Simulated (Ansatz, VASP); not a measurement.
# Ge in VASP and in Ansatz

```
CELL_PARAMETERS angstrom
-2.57449 2.57449 1.39741
2.57449 -2.57449 1.39741
2.57449 2.57449 -1.39741
ATOMIC_POSITIONS crystal
Ge 0.50000 0.50000 0.00000
Ge 0.25000 0.75000 0.50000
```

Alike in both runs: task single point; functional LDA; k mesh 11 × 11 × 11; occupations fermi-dirac, width 0.05 eV; no spin polarisation.

|  | VASP | Ansatz |
| --- | --- | --- |
| version | VASP 6.6.1 | Ansatz 0.2.0 |
| potentials or method | VASP PAW LDA potentials, release 64 (Ge_d), cutoff 520 eV | all-electron LAPW, scalar-relativistic |

```csv
,VASP,Ansatz,Ansatz less VASP
gap on the k mesh at the Fermi level (eV),none,none,-
pressure (GPa),-2.4,-2.4,+0.01
largest component of the traceless stress (GPa),0.18,0.20,+0.017
```

A gap of «none» marks a metal or a gap that the smearing closes. Ansatz ran all-electron here, so the differences hold the error of VASP's frozen core and of both bases.
